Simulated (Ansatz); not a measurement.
AlN, DFT, PBEsol, PAW with Ansatz's default frozen-core files, scalar-relativistic (Ansatz 0.2.0), run on 1 thread of Arm Neoverse V2 on a shared host.

The cell is COD entry 9008860, as deposited and not checked against the literature; nothing was relaxed. The listed cell was then made from it by scaling, straining or moving an atom.

Command: `ansatz run input.yaml --threads 1 --pin off --max-ram 6144MiB --backend cpu --events-out ev --progress --plain --runs-dir out`

```yaml
crystal:
  lattice:
    - [3.1110021516, 0.0, 0.0]
    - [-1.5555010758, 2.6942068945, 0.0]
    - [0.0, 0.0, 4.92822]
  atoms:
    - { symbol: Al, position: [0.3333333333, 0.6666666667, 0.0] }
    - { symbol: Al, position: [0.6666666667, 0.3333333333, 0.5] }
    - { symbol: "N", position: [0.3333333333, 0.6666666667, 0.385] }
    - { symbol: "N", position: [0.6666666667, 0.3333333333, 0.885] }
kpoints:
  mp_grid: { grid: [11, 11, 6] }
scf:
  occupations: { method: fermi_dirac, width: 0.02 }
hamiltonian:
  xc: pbesol
  pseudopotentials: { kind: paw }
output:
  forces: true
  stress: true
  eigenvalues: true
  efg: { contact_densities: true }
  write_density: true
  write_potential: true
  elf: true
  volumetric_format: npy
```

Question: How large is the problem that the program sets up?

Answer: 64 irreducible k-points, 809 plane waves at Γ, 12 bands.

Question: About how long does it take, and how much memory does it use?

Answer: 4.7 s of wall time for 6 SCF iterations, with a peak of 0.34 GiB. Times on shared machines scatter by tens of per cent.

Question: And the same cell and mesh by all-electron PAW (datasets made for this crystal), asked for forces, stress, eigenvalues, efg, on the same hardware?

Answer: 11 s, peak memory 0.58 GiB.
